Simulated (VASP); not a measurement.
Runs of VASP 6.6.1 on BaTe. Symmetry: Pm-3m, No. 221, cubic system. The conventional cell has a = 4.262 Å, b = 4.262 Å, c = 4.262 Å, α = 90.00°, β = 90.00°, γ = 90.00°. Around Ba (site symmetry m-3m) lie 8 Te at 3.69 Å. Te (site symmetry m-3m) has 8 Ba at 3.69 Å as nearest neighbours. The cell comes from a database or a generator and needn't be the stable form of this composition.

```csv
task,level,potentials or basis,cell,k mesh,cutoff (eV),smearing,cutoff of the response function,frequency points,empty bands,GW scheme,GW iterations,mesh quality,gap on the mesh (eV),pressure (GPa)
single point,PBE,"VASP PAW PBE potentials, release 64 (Ba_sv_GW, Te_GW)",as given,3 × 3 × 3,500,gaussian 0.02 eV,-,-,-,-,-,coarse,1.19,-0.1
single point,PBE,"VASP PAW PBE potentials, release 64 (Ba_sv_GW, Te_GW)",as given,4 × 4 × 4,500,gaussian 0.02 eV,-,-,-,-,-,not flagged,(a),-0.3
single point,PBE,"VASP PAW PBE potentials, release 64 (Ba_sv_GW, Te_GW)",as given,3 × 3 × 3,450,gaussian 0.02 eV,-,-,-,-,-,coarse,1.19,-0.1
single point,PBE,"VASP PAW PBE potentials, release 64 (Ba_sv_GW, Te_GW)",as given,3 × 3 × 3,400,gaussian 0.02 eV,-,-,-,-,-,coarse,1.19,-0.2
```

Alike in all rows: no spin polarisation.

Task: Fill in the values left out.

Result: (a) 0.86.

Caveats: some runs use coarse meshes; spin-orbit coupling is left out, which moves the levels of the heavy elements.

A k mesh can miss the band edges, and the runs leave out spin-orbit coupling on Ba, Te.
